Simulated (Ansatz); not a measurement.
# SnO₂, space group I4_1/amd: an equation of state with a fit

With Ansatz's Python interface.

Interactive session:
```pycon
>>> import ansatz
>>> import numpy as np
>>> from scipy.optimize import curve_fit
>>> VECTORS = np.array([
...     [-2.00006861, 2.00006861, 5.12367886],
...     [2.00006861, -2.00006861, 5.12367886],
...     [2.00006861, 2.00006861, -5.12367886],
... ])
>>> SITES = [
...     ("Sn", [0.75, 0.25, 0.5]),
...     ("Sn", [0.0, 0.0, 0.0]),
...     ("O", [0.79652259, 0.79652259, 0.0]),
...     ("O", [0.95347741, 0.45347741, 0.5]),
...     ("O", [0.20347741, 0.20347741, 0.0]),
...     ("O", [0.54652259, 0.04652259, 0.5]),
... ]
>>> def on_lattice(cell):
...     crystal = ansatz.Crystal(lattice=ansatz.Lattice.of(cell))
...     for symbol, position in SITES:
...         crystal = crystal.atom(symbol, position)
...     return crystal
...
>>> def vinet(v, e0, v0, b0, b1):
...     eta = (v / v0) ** (1 / 3)
...     return e0 + 2 * b0 * v0 / (b1 - 1) ** 2 * (2 - (5 + 3 * b1 * (eta - 1) - 3 * eta) * np.exp(-1.5 * (b1 - 1) * (eta - 1)))
...
>>> # uniform scaling of the cell
>>> volumes, energies = [], []
>>> for scale in np.linspace(0.95, 1.07, 5):
...     cell = VECTORS * scale ** (1 / 3)
...     calculation = (
...         on_lattice(cell).calculation()
...         .functional(ansatz.Functional.PBESOL)
...         .occupations("fixed")
...         .basis(500)  # plane waves up to this kinetic energy
...         .kpoints(8, 8, 8)
...     )
...     report = calculation.run(threads=1, pin="off").report
...     volumes.append(abs(np.linalg.det(cell)) / len(SITES))
...     energies.append(report["free_energy_ev"] / len(SITES))
...     print(f"V = {volumes[-1]:8.4f} A^3/atom  F = {energies[-1]:.5f} eV/atom")
...
V =  12.9809 A^3/atom  F = -2357.08577 eV/atom
V =  13.3908 A^3/atom  F = -2357.10520 eV/atom
V =  13.8007 A^3/atom  F = -2357.10931 eV/atom
V =  14.2106 A^3/atom  F = -2357.10056 eV/atom
V =  14.6206 A^3/atom  F = -2357.08102 eV/atom
>>> guess = (min(energies), volumes[int(np.argmin(energies))], 0.5, 4.5)
>>> (e0, v0, b0, b1), _ = curve_fit(vinet, np.array(volumes), np.array(energies), p0=guess, maxfev=20000)
>>> print(f"Vinet fit: V0 = {v0:.4f} A^3/atom, B0 = {160.21766 * b0:.1f} GPa, B1 = {b1:.2f}")
Vinet fit: V0 = 13.7163 A^3/atom, B0 = 174.0 GPa, B1 = 4.83
>>> print("largest residual", round(1000 * float(np.abs(vinet(np.array(volumes), e0, v0, b0, b1) - energies).max()), 3), "meV/atom")
largest residual 0.0 meV/atom
```

A third-order Birch-Murnaghan fit through the 5 points (the script's own form differs a little) has its minimum at 13.72 Å³ an atom, 0.4 % above the typed cell, with a bulk modulus of 174 GPa and dB/dP = 4.8. From that minimum the energy rises by 23.8 meV an atom on the compressed side and 28.6 meV on the expanded side.

What to keep in mind:
- Absolute energies stand on the zero of these potentials, so only differences at equal settings mean something.
- Shape and fractional positions are held along the curve, so the bulk modulus is an upper value where they are free to relax.
- This cell is a computed structure, which may not be the phase found in nature.
- Timing: 28 s on 1 thread of Intel(R) Xeon(R) Processor @ 2.30GHz, on a shared host, peak memory 0.66 GiB.
